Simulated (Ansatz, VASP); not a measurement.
## One calculation of KF, two programs

```
K F
1.0
     0.00000    2.67350    2.67350
     2.67350    0.00000    2.67350
     2.67350    2.67350    0.00000
K F
1 1
Direct
  0.99532 0.00468 0.00468
  0.50000 0.50000 0.50000
```

Change from the starting cell: all K atoms moved +0.025 Å, as atom 1 along Cartesian [1 0 0].

Alike in both runs: task single point; functional LDA; k mesh 8 × 8 × 8; occupations gaussian, width 0.05 eV; no spin polarisation.

```csv
,VASP,Ansatz
version,VASP 6.6.1,Ansatz 0.2.0
potentials or method,"VASP PAW LDA potentials, release 64 (K_sv, F)","scalar-relativistic, plane waves, PAW"
plane-wave cutoff (eV),520,420
valence electrons in the cell,16,16
```

VASP gave:

* gap on the k mesh at the Fermi level (eV): 5.78
* least direct gap on the mesh (eV): 5.78
* pressure (GPa): -3.4
* rms of the force components (eV/Å): 0.018

What did Ansatz give for the same quantities?

gap on the k mesh at the Fermi level (eV): 5.80; least direct gap on the mesh (eV): 5.80; pressure (GPa): -3.5; rms of the force components (eV/Å): 0.017.

Atom by atom the forces differ by 0.001 eV/Å (rms over components).

A k mesh can miss the band edges.
